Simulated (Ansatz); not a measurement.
# AgCl: the cost of one run

Computed with Ansatz 0.2.0 (DFT PBE, scalar-relativistic, plane waves, PAW, unless a step's input says otherwise).

3 further runs of the same task are left out: 3 that didn't finish.

## Step 1: The structure to begin with

Symmetry: Fm-3m, No. 225, cubic system. The conventional cell has a = 5.612 Å, b = 5.612 Å, c = 5.612 Å, α = 90.00°, β = 90.00°, γ = 90.00°. Ag (site symmetry m-3m) is surrounded by 6 Cl at 2.81 Å. Around Cl (site symmetry m-3m) lie 6 Ag at 2.81 Å.

Structure file:

```cif
data_structure
_symmetry_space_group_name_H-M 'P 1'
_symmetry_Int_Tables_number 1
_cell_length_a 3.9682
_cell_length_b 3.9682
_cell_length_c 3.9682
_cell_angle_alpha 60.000
_cell_angle_beta 60.000
_cell_angle_gamma 60.000
_cell_volume 44.18
loop_
_atom_site_label
_atom_site_type_symbol
_atom_site_fract_x
_atom_site_fract_y
_atom_site_fract_z
_atom_site_occupancy
Ag1 Ag 0.00000 0.00000 0.00000 1
Cl1 Cl 0.50000 0.50000 0.50000 1
```

The cell was relaxed beforehand at this level, from a generated guess; it needn't be the stable form of this composition. At a tolerance of 0.02 Å it has space group Fm-3m (No. 225); it has 22.09 Å³/atom, an uncorrected energy of -0.45 eV/atom over the elements.

## Step 2: Electronic structure at the relaxed geometry

input.yaml

```yaml
crystal:
  lattice:
    - [0.0, 2.8059586988, 2.8059586988]
    - [2.8059586988, 0.0, 2.8059586988]
    - [2.8059586988, 2.8059586988, 0.0]
  atoms:
    - { symbol: Ag, position: [0.0, 0.0, 0.0] }
    - { symbol: Cl, position: [0.5, 0.5, 0.5] }
basis:
  ecutwfc: 420
kpoints:
  mp_grid: { grid: [8, 8, 8] }
  band_path:
    path:
      - [[0.0, 0.0, 0.0], [0.5, 0.0, 0.5], [0.625, 0.25, 0.625]]
      - [[0.375, 0.375, 0.75], [0.0, 0.0, 0.0], [0.5, 0.5, 0.5], [0.5, 0.25, 0.75], [0.5, 0.0, 0.5]]
    npoints: 14
hamiltonian:
  xc: pbe
scf:
  occupations: { method: gaussian, width: 0.02 }
  n_extra_bands: 6
output:
  forces: true
  stress: true
  eigenvalues: true
  populations: true
  dos: { projected: true, de: 0.02, nscf_kmesh: { grid: [12, 12, 12] } }
  bader: true
```

The run is started by

```bash
> ansatz run input.yaml --threads 1 --pin off --max-ram 2560MiB --backend cpu --events-out ev --progress --plain --runs-dir out
```

What time and memory should one allow on 1 thread of Arm Neoverse V1, shared host?

About 11 s, with a peak of 0.3 GiB.
